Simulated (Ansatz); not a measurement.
SiC: changing the share of exact exchange

The structure is hexagonal, space group P6_3mc (No. 186). The conventional cell has a = 3.076 Å, b = 3.076 Å, c = 5.048 Å, α = 90.00°, β = 90.00°, γ = 120.00°. Si (site symmetry 3m) is surrounded by 4 C at 1.87 to 1.94 Å. C (site symmetry 3m) is surrounded by 4 Si at 1.87 to 1.94 Å.

Kept alike: task single point; k mesh 6 × 6 × 3; occupations fermi-dirac, width 0.05 eV; no spin polarisation. Program: Ansatz, Ansatz PAW, cutoff 420 eV. The mesh is that of the run's cell of 4 atoms. No spin-orbit coupling.

```tsv
share of exact exchange, α	pressure (GPa)
0	3.71
0.1	1.79
0.15	?
0.25	-0.99
0.35	-2.78
0.5	-5.36
```

The k mesh is coarse, so the values aren't converged. Pressure is positive in compression, with a Pulay correction for the finite cutoff. All rows use potentials made for PBE. The mesh is thin for exact exchange.

Task: Fit the rows shown and predict the run at 0.15.

Result: A least-squares line through the rows shown is pressure = -18.155 α + 3.631 (largest miss 0.087); at α = 0.15 it gives 0.91 GPa. The run gave: pressure 0.85 GPa.

At this fixed cell, pressure falls steadily as exact exchange is added, changing from compression to tension between α = 0.15 and 0.25. The preferred volume therefore moves from larger than the chosen cell to smaller. Semilocal PBE tends to underbind covalent solids slightly, and replacing part of its exchange with the exact form probably favours a more compact valence density and shorter, stiffer Si–C bonds.

The near-linearity is expected, because α multiplies the exchange difference directly in the energy, and only the response of the orbitals adds curvature. That curvature is visible: the end points lie above the fitted line and the interior points below it. The run at 0.15 follows the same pattern, at 0.85 GPa against the predicted 0.91 GPa, so the miss looks systematic rather than random. The line thus serves well for interpolation, but less safely beyond the sampled range. A mixing share that brings the pressure to zero in this cell would not thereby be the best choice for the band gap.
